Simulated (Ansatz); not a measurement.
Given:

CsBr:
Space group Pm-3m (No. 221); a = b = c = 4.324 Å, α = β = γ = 90.00°

```json
[
 {"atom": "Cs", "site": "1a", "symmetry": "m-3m", "x": "0.0000", "y": "0.0000", "z": "0.0000"},
 {"atom": "Br", "site": "1b", "symmetry": "m-3m", "x": "0.5000", "y": "0.5000", "z": "0.5000"}
]
```

This is the r²SCAN-relaxed structure.

**Question.** All from plane-wave PAW r²SCAN (Ansatz code), unless another level is named. Estimate the hole effective mass with spin–orbit coupling, band 2 of 2 at the edge.

**Answer.** 0.66 along [100], 0.72 along [110], 0.75 along [111] (mₑ).

**Question.** Give the electron effective mass with spin–orbit coupling.

**Answer.** 0.32 mₑ (isotropic).

**Question.** And the band gap?

**Answer.** 5.19 eV (smallest direct gap 5.19 eV).

**Question.** Predict the valence-band maximum.

**Answer.** at M.

**Question.** Give the weight of the conduction-edge state by species (Voronoi cells).

**Answer.** Cs 53 %, Br 47 %.

The r²SCAN relaxation kept the symmetry of its start. Spin–orbit coupling is left out wherever it is not named.

Potentials: the later of the program's two PAW sets.
